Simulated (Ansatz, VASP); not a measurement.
# Two plane-wave programs on Ir

INCAR

```
SYSTEM = Ir
PREC = Accurate
ENCUT = 520
EDIFF = 1E-6
ISMEAR = -1
SIGMA = 0.05
LREAL = .FALSE.
LASPH = .TRUE.
NELM = 100
ALGO = Normal
ISIF = 2
LWAVE = .FALSE.
LCHARG = .FALSE.
LMAXMIX = 4
GGA = PS
NBANDS = 16
```

File KPOINTS:

```
Automatic mesh
0
G
  11 11 6
  0 0 0
```

Contents of POSCAR:

```
Ir
1.0
    2.7513778946      0.0000000000      0.0000000000
   -1.3756889473      2.3827631521      0.0000000000
    0.0000000000      0.0000000000      4.4622900000
Ir
2
Direct
    0.3333333333      0.6666666667      0.2500000000
    0.6666666667      0.3333333333      0.7500000000
```

KPOINTS_OPT

```
path GMKGALHA,LM,KH
10
line-mode
reciprocal
 0.0000000000  0.0000000000  0.0000000000  G
 0.5000000000  0.0000000000  0.0000000000  M

 0.5000000000  0.0000000000  0.0000000000  M
 0.3333333333  0.3333333333  0.0000000000  K

 0.3333333333  0.3333333333  0.0000000000  K
 0.0000000000  0.0000000000  0.0000000000  G

 0.0000000000  0.0000000000  0.0000000000  G
 0.0000000000  0.0000000000  0.5000000000  A

 0.0000000000  0.0000000000  0.5000000000  A
 0.5000000000  0.0000000000  0.5000000000  L

 0.5000000000  0.0000000000  0.5000000000  L
 0.3333333333  0.3333333333  0.5000000000  H

 0.3333333333  0.3333333333  0.5000000000  H
 0.0000000000  0.0000000000  0.5000000000  A

 0.5000000000  0.0000000000  0.5000000000  L
 0.5000000000  0.0000000000  0.0000000000  M

 0.3333333333  0.3333333333  0.0000000000  K
 0.3333333333  0.3333333333  0.5000000000  H
```

File input.yaml:

```yaml
crystal:
  lattice:
    - [2.7513778946, 0.0, 0.0]
    - [-1.3756889473, 2.3827631521, 0.0]
    - [0.0, 0.0, 4.46229]
  atoms:
    - { symbol: Ir, position: [0.3333333333, 0.6666666667, 0.25] }
    - { symbol: Ir, position: [0.6666666667, 0.3333333333, 0.75] }
hamiltonian:
  xc: pbesol
  pseudopotentials: { kind: paw }
kpoints:
  mp_grid: { grid: [11, 11, 6] }
  band_path:
    path:
      - [[0.0, 0.0, 0.0], [0.5, 0.0, 0.0], [0.3333333333, 0.3333333333, 0.0], [0.0, 0.0, 0.0], [0.0, 0.0, 0.5], [0.5, 0.0, 0.5], [0.3333333333, 0.3333333333, 0.5], [0.0, 0.0, 0.5]]
      - [[0.5, 0.0, 0.5], [0.5, 0.0, 0.0]]
      - [[0.3333333333, 0.3333333333, 0.0], [0.3333333333, 0.3333333333, 0.5]]
    npoints: 14
scf:
  occupations: { method: fermi_dirac, width: 0.05 }
  n_extra_bands: 6
output:
  forces: true
  stress: true
  eigenvalues: true
  fatbands: false
  write_density: true
  write_potential: true
  elf: true
  volumetric_format: npy
```

This isn't the form of Ir at room conditions, which is fcc.

Alike in both runs: task band structure; functional PBEsol; k mesh 11 × 11 × 6; occupations fermi-dirac, width 0.05 eV; no spin polarisation.

```csv
,VASP,Ansatz
version,VASP 6.6.1,Ansatz 0.2.0
potentials or method,"VASP PAW PBE potentials, release 64 (Ir)",Ansatz PAW
plane-wave cutoff (eV),520,420
valence electrons in the cell,18,34
```

|  | VASP | Ansatz | Ansatz less VASP |
| --- | --- | --- | --- |
| gap on the k mesh at the Fermi level (eV) | none | none | - |
| pressure (GPa) | -11.6 | -12.4 | -0.75 |
| largest component of the traceless stress (GPa) | 0.32 | 0.36 | +0.037 |

A gap of «none» marks a metal or a gap that the smearing closes. With one functional, cell and mesh, what is left measures potentials, basis and numerics. The two sets of potentials don't hold the same shells in valence.

Caveats: spin-orbit coupling is left out, which moves the levels of the heavy elements; the PAW data sets were made with another functional, which shifts forces and pressure a little (VASP); the PAW data sets come from PBE, with cores solved anew for the run's functional, which leaves a small shift of forces and pressure (Ansatz).
